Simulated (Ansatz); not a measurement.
Results of PBEsol-D3(BJ) in Ansatz (plane waves, PAW) for α-quartz-type GeO₂ (metastable phase).

Settings: plane-wave cutoff 520 eV, 12×12×6 k mesh (along the axes of the cell as run), Fermi–Dirac smearing 0.01 eV, scalar-relativistic PAW data made under PBE.

On both sides of the equilibrium volume: at 12.872 Å³/atom the pressure is 0.79 GPa and the direct gap at Γ 3.449 eV; at 13.397 Å³/atom they are -0.73 GPa and 3.427 eV. The fitted bulk modulus is 38.2 GPa.

Task: Work out the volume deformation potential of this gap and its pressure coefficient, in two ways.

Result: a_V = dE_g/d ln V = (3.427 − 3.449)/ln(13.397/12.872) = -0.55 eV. Since dP = −B d ln V, dE_g/dP = −a_V/B = 14 meV/GPa. Straight from the pressures: (3.449 − 3.427)/(0.79 − (-0.73)) = 14 meV/GPa. At this level and over this range the gap at Γ widens under pressure.

Spin–orbit coupling is not included.

Note: the bulk modulus comes from volumes at which shape and atoms were relaxed.

Ansatz is a program for electronic structure.
